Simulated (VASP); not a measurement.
Here is a VASP 6.6.1 calculation.

The input INCAR:

```
SYSTEM = Ba
ALGO     = Normal         ! electronic algorithm
EDIFF    = 1E-6           ! SCF threshold, eV
ENCUT    = 520            ! plane-wave cutoff, eV
GGA      = RE             ! functional
ISIF     = 2              ! what is computed and relaxed
ISMEAR   = -1             ! smearing method
LASPH    = .TRUE.         ! aspherical terms in the spheres
LCHARG   = .TRUE.         ! write CHGCAR
LELF     = .TRUE.         ! ELF
LREAL    = .FALSE.        ! projectors in reciprocal space
LVHAR    = .TRUE.       
LWAVE    = .FALSE.        ! write WAVECAR
NBANDS   = 17             ! bands
NELM     = 60             ! most SCF steps
PREC     = Accurate       ! precision mode
SIGMA    = 0.1            ! smearing width, eV
```

Contents of KPOINTS:

```
k-points
0
G
  9 9 5
  0 0 0
```

POSCAR

```
Ba
1.0
    4.6273117444      0.0000000000      0.0000000000
   -2.3136558722      4.0073695219      0.0000000000
    0.0000000000      0.0000000000      7.5913589421
Ba
2
Direct
    0.3333333333      0.6666666667      0.2500000000
    0.6666666667      0.3333333333      0.7500000000
```

Potentials or basis: VASP PAW PBE potentials, release 64 (Ba_sv).

Run with:

```bash
$ cat potpaw_PBE.64/Ba_sv/POTCAR > POTCAR
$ mpirun -np 1 vasp_std > vasp.out
```

Problem. Predict the band gap on the k mesh.

Solution. None (metal or under the smearing width).

Problem. Predict the pressure.

Solution. -0.2 GPa.

Caveat: the PAW data sets were made with another functional, which shifts forces and pressure a little. The run has no spin-orbit coupling, so splittings on Ba are missing.
